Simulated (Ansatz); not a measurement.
Start from GeO2 (space group P3_121, No. 152; a = 5.093 Å, c = 5.768 Å).

Now apply this change: cell and atoms relaxed at a pressure of 60 GPa.

Calculations: PBE in Ansatz (plane waves to 420 eV, PAW, no SOC).

Base, band edges from the VBM (valence, conduction): K 0.00, 5.67; H -0.24, 5.28; M -0.03, 5.10; L -0.02, 5.26; A -0.06, 5.07; Γ -0.07, 3.22 eV.

### Question
Give the band edges at the high-symmetry points of the new zone, measured from its valence-band maximum.

### Answer
```
point  valence edge (eV)  conduction edge (eV)
-----  -----------------  --------------------
Γ                   0.00                  2.83
M                  -0.37                  5.12
K                  -0.45                  5.14
A                  -0.33                  5.35
L                  -0.73                  6.03
H                  -0.64                  6.62
```

The gap is 2.83 eV, direct at Γ.

Load acts through the strain it causes; cell and atoms are relaxed under it. Stability against distortions was not tested. No other phases were tried under pressure.

Ansatz is a first-principles code.
